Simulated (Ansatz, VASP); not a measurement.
# Cu in VASP and in Ansatz

```
Cu
1.0
     0.00000    2.12453    2.12453
     2.12453    0.00000    2.12453
     2.12453    2.12453    0.00000
Cu
2
Direct
  0.87500 0.87500 0.87500
  0.12500 0.12500 0.12500
```

Change from the starting cell: volume scaled by 0.5, LAPW.

Alike in both runs: task single point; functional PBE; k mesh 13 × 13 × 13; occupations fermi-dirac, width 0.08 eV; no spin polarisation.

```csv
,VASP,Ansatz
version,VASP 6.6.1,Ansatz 0.2.0
potentials or method,"VASP PAW PBE potentials, release 64 (Cu), cutoff 520 eV","all-electron LAPW, scalar-relativistic"
```

|  | VASP | Ansatz | Ansatz less VASP |
| --- | --- | --- | --- |
| pressure (GPa) | 207.2 | 205.5 | -1.67 |

Ansatz ran all-electron here, so the differences hold the error of VASP's frozen core and of both bases.

Caveats: the cell as given lies far from equilibrium; so large a pressure means that the cell lies far from this level's equilibrium, or that cutoff or potentials fall short (VASP).
